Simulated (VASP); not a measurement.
# NaI (Fm-3m) in VASP: notebook

One crystal, NaI, is run at these levels: vdW-DF2, rev-vdW-DF2; tasks: relaxation of cell and atoms.

Program: VASP 6.6.1. These are calculated values, not measurements. Logs are shortened: lines on timing, memory, paths and dates and some standing lists are left out, and cuts for length are marked.

## 1. The structure

It takes space group Fm-3m (No. 225, cubic). Conventional cell: a = 6.473 Å, b = 6.473 Å, c = 6.473 Å, α = 90.00°, β = 90.00°, γ = 90.00°. Around I (site symmetry m-3m) lie 6 Na at 3.24 Å. Na (site symmetry m-3m) has 6 I at 3.24 Å as nearest neighbours.

## 2. Relaxation of cell and atoms, vdW-DF2

INCAR

```
PREC = Accurate
ENCUT = 600
EDIFF = 1E-6
ISMEAR = -1
SIGMA = 0.05
LREAL = F
LASPH = T
NELM = 60
ALGO = Normal
ISIF = 3
LWAVE = F
LCHARG = F
GGA = ML
LUSE_VDW = T
AGGAC = 0.0
ZAB_VDW = -1.8867
IBRION = 2
NSW = 60
EDIFFG = -0.01
```

KPOINTS

```
regular mesh
0
Gamma
  7 7 7
```

POSCAR

```
NaI
1.0
    0.0000000000      3.2364000000      3.2364000000
    3.2364000000      0.0000000000      3.2364000000
    3.2364000000      3.2364000000      0.0000000000
I Na
1 1
Direct
    0.5000000000      0.5000000000      0.5000000000
    0.0000000000      0.0000000000      0.0000000000
```

Potentials or basis: VASP PAW PBE potentials, release 64 (I, Na_pv).

The run is started by

```bash
$ cat potpaw_PBE.64/I/POTCAR potpaw_PBE.64/Na_pv/POTCAR > POTCAR
$ mpirun -np 1 vasp_std > vasp.out
```

OUTCAR:

```text
PREC = Accurate
   ENCUT = 600
   EDIFF = 1E-6
   ISMEAR = -1
   LREAL = F
   LASPH = T
   NELM = 60
   ISIF = 3
   GGA = ML
   IBRION = 2
   NSW = 60
   EDIFFG = -0.01

 ion  position               nearest neighbor table
   1  0.500  0.500  0.500-
   2  0.000  0.000  0.000-

  LATTYP: Found a face centered cubic cell.
 ALAT       =     6.4728000000

  Lattice vectors:

 A1 = (   0.0000000000,   3.2364000000,   3.2364000000)
 A2 = (   3.2364000000,   0.0000000000,   3.2364000000)
 A3 = (   3.2364000000,   3.2364000000,   0.0000000000)

Analysis of symmetry for initial positions (statically):
=====================================================================
 Subroutine PRICEL returns:
 Original cell was already a primitive cell.

 Routine SETGRP: Setting up the symmetry group for a
 face centered cubic supercell.

 Subroutine GETGRP returns: Found 48 space group operations
 (whereof 48 operations were pure point group operations)
 out of a pool of 48 trial point group operations.

The static configuration has the point symmetry O_h .

Analysis of symmetry for dynamics (positions and initial velocities):
=====================================================================
 Subroutine PRICEL returns:
 Original cell was already a primitive cell.

 Routine SETGRP: Setting up the symmetry group for a
 face centered cubic supercell.

 Subroutine GETGRP returns: Found 48 space group operations
 (whereof 48 operations were pure point group operations)
 out of a pool of 48 trial point group operations.

The dynamic configuration has the point symmetry O_h .

 Subroutine INISYM returns: Found 48 space group operations
 (whereof 48 operations are pure point group operations),
 and found     1 'primitive' translations

----------------------------------------------------------------------------------------

                                     Primitive cell

  volume of cell :      67.7980

  direct lattice vectors                    reciprocal lattice vectors
     0.000000000  3.236400000  3.236400000    -0.154492646  0.154492646  0.154492646
     3.236400000  0.000000000  3.236400000     0.154492646 -0.154492646  0.154492646
     3.236400000  3.236400000  0.000000000     0.154492646  0.154492646 -0.154492646

  length of vectors
     4.576960773  4.576960773  4.576960773     0.267589113  0.267589113  0.267589113

  position of ions in fractional coordinates (direct lattice)
     0.500000000  0.500000000  0.500000000
     0.000000000  0.000000000  0.000000000

  ion indices of the primitive-cell ions
   primitive index   ion index
                 1           1
                 2           2

----------------------------------------------------------------------------------------

 KPOINTS: regular mesh

Automatic generation of k-mesh.
 Grid dimensions read from file:
 generate k-points for:    7    7    7

 Generating k-lattice:

  Cartesian coordinates                     Fractional coordinates (reciprocal lattice)
    -0.022070378  0.022070378  0.022070378     0.142857143  0.000000000  0.000000000
     0.022070378 -0.022070378  0.022070378     0.000000000  0.142857143  0.000000000
     0.022070378  0.022070378 -0.022070378     0.000000000  0.000000000  0.142857143

  Length of vectors
     0.038227016  0.038227016  0.038227016

  Shift w.r.t. Gamma in fractional coordinates (k-lattice)
     0.000000000  0.000000000  0.000000000

 Subroutine IBZKPT returns following result:
 ===========================================

 Found     20 irreducible k-points:

 Following reciprocal coordinates:
            Coordinates               Weight
  0.000000  0.000000  0.000000      1.000000
  0.142857  0.000000  0.000000      8.000000
  0.285714  0.000000  0.000000      8.000000
  0.428571  0.000000  0.000000      8.000000
  0.142857  0.142857  0.000000      6.000000
  0.285714  0.142857  0.000000     24.000000
[... 12 lines left out ...]
 -0.428571  0.428571  0.142857     24.000000
 -0.285714  0.428571  0.142857     24.000000
   k-points           NKPTS =     20   k-points in BZ     NKDIM =     20   number of bands    NBANDS=     11
   number of dos      NEDOS =    301   number of ions     NIONS =      2
   total plane-waves  NPLWV =  64000
   dimension x,y,z NGX =    40 NGY =   40 NGZ =   40
   dimension x,y,z NGXF=    80 NGYF=   80 NGZF=   80
   ions per type =               1   1
   NGX,Y,Z   is equivalent  to a cutoff of  14.53, 14.53, 14.53 a.u.
   NGXF,Y,Z  is equivalent  to a cutoff of  29.06, 29.06, 29.06 a.u.
 SYSTEM =  unknown system
   PREC   = accura    normal or accurate (medium, high low for compatibility)
   ISTART =      0    job   : 0-new  1-cont  2-samecut
   ICHARG =      2    charge: 1-file 2-atom 10-const
   ISPIN  =      1    spin polarized calculation?
   LNONCOLLINEAR =      F non collinear calculations
   LSORBIT =      F    spin-orbit coupling
   LASPH  =      T    aspherical Exc in radial PAW
   ENCUT  =  600.0 eV  44.10 Ry    6.64 a.u.   9.14  9.14  9.14*2*pi/ulx,y,z
   NELM   =     60;   NELMIN=  2; NELMDL= -5     # of ELM steps
   EDIFF  = 0.1E-05   stopping-criterion for ELM
   LREAL  =      F    real-space projection
   EDIFFG = -.1E-01   stopping-criterion for IOM
   NSW    =     60    number of steps for IOM
   IBRION =      2    ionic relax: 0-MD 1-quasi-New 2-CG
   NFREE  =      1    steps in history (QN), initial steepest desc. (CG)
   ISIF   =      3    stress and relaxation
   ISYM   =      2    0-nonsym 1-usesym 2-fastsym
   POTIM  = 0.5000    time-step for ionic-motion
   TEBEG  =    0.0;   TEEND  =   0.0 temperature during run
   PSTRESS=    0.0 pullay stress
   NELECT =      14.0000    total number of electrons
   NUPDOWN=      -1.0000    fix difference up-down
   EMIN   =  10.00;   EMAX   =-10.00  energy-range for DOS
   EFERMI =   0.00;   METHOD = LEGACY
   ISMEAR =    -1;   SIGMA  =   0.05  broadening in eV -4-tet -1-fermi 0-gaus
   EFERMI_NEDOS =   21; number of points for ismear=-14 and -15
   IALGO  =     38    algorithm
   IMIX   =      4    mixing-type and parameters
     AMIX     =   0.40;   BMIX     =  1.00
     AMIX_MAG =   1.60;   BMIX_MAG =  1.00
  volume/ion in A,a.u.               =      33.90       228.76
  Fermi-wavevector in a.u.,A,eV,Ry     =   0.967636  1.828567 12.739397  0.936319
  Thomas-Fermi vector in A             =   2.097538
   LORBIT       =      0    0 simple, 1 ext, 2 COOP (PROOUT), +10 PAW based schemes
   GGA     = ML    functional components
   LHFCALC =     F    Hartree Fock is set to
   AEXX    =    0.0000 exact exchange contribution
   IVDW_NL    =     1    kernel type
   BPARAM     = 6.3000
   IVDW    =     0    specifies the selected vdW correction
   LEPSILON=     F    determine dielectric tensor
   LRPA    =     F    only Hartree local field effects (RPA)
 conjugate gradient relaxation of ions
 non-spin polarized calculation
  energy-cutoff  :      600.00
  volume of cell :       67.80
 maximum number of plane-waves:      2281
 NGX is ok and might be reduce to    40
   NGX = 19   NGY = 19   NGZ = 19

--------------------------------------- Ionic step        1  -------------------------------------------

 number of electron      13.9999994 magnetization

 Free energy of the ion-electron system (eV)
  ---------------------------------------------------
  ext. energy  EPLUGINS =         0.00000000
  ---------------------------------------------------
  free energy    TOTEN  =        -1.57274966 eV

  energy without entropy =       -1.57274966  energy(sigma->0) =       -1.57274966

------------------------ aborting loop because EDIFF is reached ----------------------------------------

  FORCE on cell =-STRESS in cart. coord.  units (eV):
  Direction    XX          YY          ZZ          XY          YZ          ZX
  --------------------------------------------------------------------------------------
  -------------------------------------------------------------------------------------
  Total        0.3468653      0.3468653      0.3468653     -0.0000000     -0.0000000      0.0000000
  in kB        8.1969982      8.1969982      8.1969982     -0.0000000     -0.0000000      0.0000000
  external PRESSURE =       8.1969982 kB  Pullay stress =       0.0000000 kB

 VOLUME and BASIS-vectors are now :
 -----------------------------------------------------------------------------
  energy-cutoff  :      600.00
  volume of cell :       67.80
      direct lattice vectors                 reciprocal lattice vectors
     0.000000000  3.236400000  3.236400000    -0.154492646  0.154492646  0.154492646
     3.236400000  0.000000000  3.236400000     0.154492646 -0.154492646  0.154492646
     3.236400000  3.236400000  0.000000000     0.154492646  0.154492646 -0.154492646

 POSITION                                       TOTAL-FORCE (eV/Angst)
 -----------------------------------------------------------------------------------
      3.23640      3.23640      3.23640        -0.000000     -0.000000      0.000000
      0.00000      0.00000      0.00000         0.000000      0.000000     -0.000000
 -----------------------------------------------------------------------------------
    total drift:                                0.000000     -0.000000     -0.000000

  FREE ENERGIE OF THE ION-ELECTRON SYSTEM (eV)
  ---------------------------------------------------
  free  energy   TOTEN  =        -1.5727496610 eV
[... 57 lines left out ...]
 VOLUME and BASIS-vectors are now :
 -----------------------------------------------------------------------------
  energy-cutoff  :      600.00
  volume of cell :       71.33
      direct lattice vectors                 reciprocal lattice vectors
    -0.000000000  3.291577125  3.291577125    -0.151902866  0.151902866  0.151902866
     3.291577125 -0.000000000  3.291577125     0.151902866 -0.151902866  0.151902866
     3.291577125  3.291577125  0.000000000     0.151902866  0.151902866 -0.151902866

 POSITION                                       TOTAL-FORCE (eV/Angst)
 -----------------------------------------------------------------------------------
      3.29158      3.29158      3.29158         0.000000      0.000000      0.000000
      0.00000      0.00000      0.00000        -0.000000     -0.000000     -0.000000
 -----------------------------------------------------------------------------------
    total drift:                                0.000000     -0.000000     -0.000000

  FREE ENERGIE OF THE ION-ELECTRON SYSTEM (eV)
  ---------------------------------------------------
  free  energy   TOTEN  =        -1.5800195289 eV

  energy  without entropy=       -1.5800195289  energy(sigma->0) =       -1.58001953

Total vdW correction in eV:      3.2345001

--------------------------------------- Ionic step        4  -------------------------------------------

 number of electron      13.9999999 magnetization

 Free energy of the ion-electron system (eV)
  ---------------------------------------------------
  ext. energy  EPLUGINS =         0.00000000
  ---------------------------------------------------
  free energy    TOTEN  =        -1.58016382 eV

  energy without entropy =       -1.58016382  energy(sigma->0) =       -1.58016382

 E-fermi :   1.5189     XC(G=0):  -7.6665

 val. band max:        0.4687490563   @ k =   0.0000   0.0000   0.0000
 cond. band min:       3.8422041834   @ k =   0.0000   0.0000   0.0000
 fundamental gap:      3.3734551271
 Fermi energy:         1.5189419361

 k-point     1 :       0.0000    0.0000    0.0000
  band No.  band energies     occupation
      1     -22.5945      2.00000
      2     -22.5945      2.00000
      3     -22.5945      2.00000
      4     -10.4910      2.00000
      5       0.4687      2.00000
      6       0.4687      2.00000
      7       0.4687      2.00000
      8       3.8422      0.00000
      9       8.3514      0.00000
     10       8.3514      0.00000
     11       8.3514      0.00000

 k-point     2 :       0.1429    0.0000    0.0000
  band No.  band energies     occupation
      1     -22.5952      2.00000
      2     -22.5945      2.00000
      3     -22.5945      2.00000
      4     -10.4426      2.00000
      5      -0.0792      2.00000
      6       0.4170      2.00000
      7       0.4170      2.00000
      8       4.4775      0.00000
      9       7.9453      0.00000
     10       8.5045      0.00000
     11       8.5045      0.00000

 k-point     3 :       0.2857    0.0000    0.0000
  band No.  band energies     occupation
      1     -22.5968      2.00000
      2     -22.5946      2.00000
      3     -22.5946      2.00000
      4     -10.3290      2.00000
      5      -0.9602      2.00000
      6       0.3067      2.00000
      7       0.3067      2.00000
      8       5.3221      0.00000
      9       7.9287      0.00000
     10       8.1887      0.00000
     11       8.1887      0.00000
[... 249 lines left out ...]
 VOLUME and BASIS-vectors are now :
 -----------------------------------------------------------------------------
  energy-cutoff  :      600.00
  volume of cell :       70.89
      direct lattice vectors                 reciprocal lattice vectors
    -0.000000000  3.284838695  3.284838695    -0.152214476  0.152214476  0.152214476
     3.284838695 -0.000000000  3.284838695     0.152214476 -0.152214476  0.152214476
     3.284838695  3.284838695  0.000000000     0.152214476  0.152214476 -0.152214476

 POSITION                                       TOTAL-FORCE (eV/Angst)
 -----------------------------------------------------------------------------------
      3.28484      3.28484      3.28484         0.000000      0.000000      0.000000
      0.00000      0.00000      0.00000        -0.000000     -0.000000     -0.000000
 -----------------------------------------------------------------------------------
    total drift:                                0.000000     -0.000000     -0.000000

  FREE ENERGIE OF THE ION-ELECTRON SYSTEM (eV)
  ---------------------------------------------------
  free  energy   TOTEN  =        -1.5801638200 eV

  energy  without entropy=       -1.5801638200  energy(sigma->0) =       -1.58016382

Total vdW correction in eV:      3.2301851

 reached required accuracy - stopping structural energy minimisation
```

Wall time 4.4 min (1 thread of Intel Xeon Platinum 8488C (Sapphire Rapids), shared host); peak memory 0.58 GiB.

Results:

```yaml
Free_energy: -1.5802 eV
Relaxed_volume: 35.44 Å³/atom
Relaxed_cell: a = 4.645 Å, b = 4.645 Å, c = 4.645 Å, α = 60.00°, β = 60.00°, γ = 60.00°
Space_group_after_relaxing_to_0.05_Å: Fm-3m (No. 225)
Energy_gained_by_relaxing: 3.7 meV/atom
Ionic_steps: 4
Pressure_after_relaxing: 0.0 GPa
Band_gap_on_the_k_mesh: 3.37 eV, direct
```

The path:
```tsv
step	energy change (eV)	largest force (eV/Å)	pressure (GPa)	volume (Å³)
1	0.0000	0.0000	0.82	67.80
2	-0.0060	0.0000	0.33	69.51
3	-0.0073	0.0000	-0.10	71.33
4	-0.0074	0.0000	0.01	70.89
```

Final structure:
```yaml
crystal:
  lattice:
    - [0.00000, 3.28484, 3.28484]
    - [3.28484, 0.00000, 3.28484]
    - [3.28484, 3.28484, 0.00000]
  atoms:
    - { symbol: I, position: [0.50000, 0.50000, 0.50000] }
    - { symbol: Na, position: [0.00000, 0.00000, 0.00000] }
```

Levels at points of the mesh, in eV from the valence-band top:
| k point | band 4 | band 5 | band 6 | band 7 | band 8 | band 9 | band 10 | band 11 |
| --- | --- | --- | --- | --- | --- | --- | --- | --- |
| (0.00, 0.00, 0.00) | -10.96 | 0.00 | 0.00 | 0.00 | 3.37 | 7.88 | 7.88 | 7.88 |

Caveat: the PAW data sets were made with another functional, which shifts forces and pressure a little; spin-orbit coupling is left out, which moves the levels of the heavy elements.

## 3. Relaxation of cell and atoms, rev-vdW-DF2

INCAR

```
SYSTEM = NaI
AGGAC = 0.0
ALGO = Normal
EDIFF = 1E-6
EDIFFG = -0.01
ENCUT = 600
GGA = MK
IBRION = 2
ISIF = 3
ISMEAR = -1
LASPH = .True.
LCHARG = .False.
LREAL = .False.
LUSE_VDW = .True.
LWAVE = .False.
NELM = 60
NSW = 40
PARAM1 = 0.1234
PARAM2 = 0.711357
PREC = Accurate
SIGMA = 0.05
ZAB_VDW = -1.8867
```

KPOINTS

```
k-points
0
Gamma
  7 7 7
  0 0 0
```

POSCAR is that of step 2.

Potentials or basis: VASP PAW PBE potentials, release 64 (I, Na_pv).

The run is started by

```bash
$ cat potpaw_PBE.64/I/POTCAR potpaw_PBE.64/Na_pv/POTCAR > POTCAR
$ mpirun -np 1 vasp_std > vasp.out
```

Wall time 3.3 min (1 thread of Intel Xeon Platinum 8488C (Sapphire Rapids), shared host); peak memory 0.57 GiB.

The run converged. Its results:

| Quantity | Value |
| --- | --- |
| Free energy | -1.7966 eV |
| Relaxed volume | 33.35 Å³/atom |
| Relaxed cell | a = 4.552 Å, b = 4.552 Å, c = 4.552 Å, α = 60.00°, β = 60.00°, γ = 60.00° |
| Space group after relaxing (to 0.05 Å) | Fm-3m (No. 225) |
| Energy gained by relaxing | 0.6 meV/atom |
| Ionic steps | 3 |
| Pressure after relaxing | 0.0 GPa |
| Band gap on the k mesh | 3.60 eV, direct |

The path:
| step | energy change (eV) | largest force (eV/Å) | pressure (GPa) | volume (Å³) |
| --- | --- | --- | --- | --- |
| 1 | 0.0000 | 0.0000 | -0.30 | 67.80 |
| 2 | -0.0009 | 0.0000 | -0.16 | 67.18 |
| 3 | -0.0012 | 0.0000 | -0.04 | 66.71 |

Final structure:
```
CELL_PARAMETERS angstrom
0.00000 3.21895 3.21895
3.21895 0.00000 3.21895
3.21895 3.21895 0.00000
ATOMIC_POSITIONS crystal
I 0.50000 0.50000 0.50000
Na 0.00000 0.00000 0.00000
```

Levels at points of the mesh, in eV from the valence-band top:
```tsv
k point	band 3	band 4	band 5	band 6	band 7	band 8	band 9	band 10	band 11
(0.00, 0.00, 0.00)	-22.51	-11.10	0.00	0.00	0.00	3.60	7.89	7.89	7.89
```

Caveat: the PAW data sets were made with another functional, which shifts forces and pressure a little; spin-orbit coupling is left out, which moves the levels of the heavy elements.

## 4. For comparison

An earlier run on the cell as given: functional PBE; potentials or basis VASP PAW PBE potentials, release 64 (I, Na_pv); cutoff 520 eV; k mesh 7 × 7 × 7; occupations fermi-dirac, width 0.05 eV; no spin polarisation.

* Pressure: 0.4 GPa
* Band gap on the k mesh: 3.64 eV, direct

## 5. Summary

| task | level | cell | cutoff (eV) | gap on the mesh (eV) | pressure (GPa) | relaxed volume (Å³/atom) |
| --- | --- | --- | --- | --- | --- | --- |
| relaxation of cell and atoms | vdW-DF2 | relaxed | 600 | 3.37 | 0.0 | 35.44 |
| relaxation of cell and atoms | rev-vdW-DF2 | relaxed | 600 | 3.60 | 0.0 | 33.35 |
| single point | PBE | as given | 520 | 3.64 | 0.4 | - |

Alike in all rows: potentials or basis VASP PAW PBE potentials, release 64 (I, Na_pv); no spin polarisation; k mesh 7 × 7 × 7; smearing fermi-dirac 0.05 eV.

Caveats: spin-orbit coupling is left out, which moves the levels of the heavy elements; the PAW data sets were made with another functional, which shifts forces and pressure a little (some runs).

Total energies depend on the potentials used, so only differences within one code and one set of settings carry meaning.
